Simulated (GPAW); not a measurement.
MoS2, a slab with vacuum:

```
Mo S
1.0
     3.18413    0.00000    0.00000
    -1.59206    2.75753    0.00000
     0.00000    0.00000   17.33460
Mo S
1 2
Direct
  0.00000 0.00000 0.00000
  0.33333 0.66667 0.91051
  0.33333 0.66667 0.08949
```

```yaml
Program: GPAW 26.7.0
Task: single point
Functional: PBEsol
Potentials_or_basis: PAW data sets generated in the run's folder for this functional
Cutoff: 600 eV
Basis: pw
k_mesh: 10 × 10 × 2
Occupations: fermi-dirac, width 0.05 eV
Spin: no spin polarisation
```

On this cell: largest force 0.149 eV/Å; band gap on the k mesh 1.71 eV, indirect (least direct gap 1.91 eV).

The same run follows on a disturbed copy (atoms moved at random, drawn with an rms of 0.05 Å):

```
Mo S
1.0
     3.18413    0.00000    0.00000
    -1.59206    2.75753    0.00000
     0.00000    0.00000   17.33460
Mo S
1 2
Cartesian
  0.0313 -0.0382 -0.0082
  0.0027 1.8229 15.7841
  -0.0186 1.8067 1.5519
```

Problem. What changes?

Solution. The energy moves by +6.7 meV/atom; largest force 0.875 eV/Å; band gap on the k mesh 1.70 eV, indirect (least direct gap 1.89 eV).

Forces in eV/Å, atoms in the order of the input:
```
Mo  -0.781  0.300  0.256
S    0.303 -0.220 -0.005
S    0.478 -0.081 -0.252
```

Stress tensor (GPa, compression positive):
```
-1.39 -0.25  0.29
-0.25 -1.58  0.22
 0.29  0.22 -0.44
```

A k mesh can miss the band edges.
